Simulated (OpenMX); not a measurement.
Crystal: GaAs.

```
As Ga
1.0
     0.00000    2.82685    2.82685
     2.82685    0.00000    2.82685
     2.82685    2.82685    0.00000
As Ga
1 1
Direct
  0.75000 0.75000 0.75000
  0.00000 0.00000 0.00000
```

Base run:

| Property | Result |
| --- | --- |
| Program | OpenMX 3.8.5 |
| Functional | PBE |
| Potentials or basis | OpenMX 2013 PBE set, As7.0-s3p2d2f1, Ga7.0-s3p2d2f1, grid cutoff 500 Ry |
| k mesh | 9 × 9 × 9 |
| Occupations | fermi-dirac, width 0.05 eV |
| Spin | no spin polarisation |

Its results: band gap on the k mesh 0.49 eV, direct; pressure 5.2 GPa.

Q: The run is repeated on the same cell with these changes: potentials or basis from OpenMX 2013 PBE set, As7.0-s3p2d2f1, Ga7.0-s3p2d2f1, grid cutoff 500 Ry to OpenMX 2013 PBE set, As7.0-s3p2d1, Ga7.0-s2p2d1, grid cutoff 500 Ry. What comes out?

A: Band gap on the k mesh 0.63 eV, direct; pressure 7.0 GPa.

Caveats: the basis of atomic orbitals isn't converged, which shifts pressures, moduli and gaps.

Not every run made on this cell is shown here.
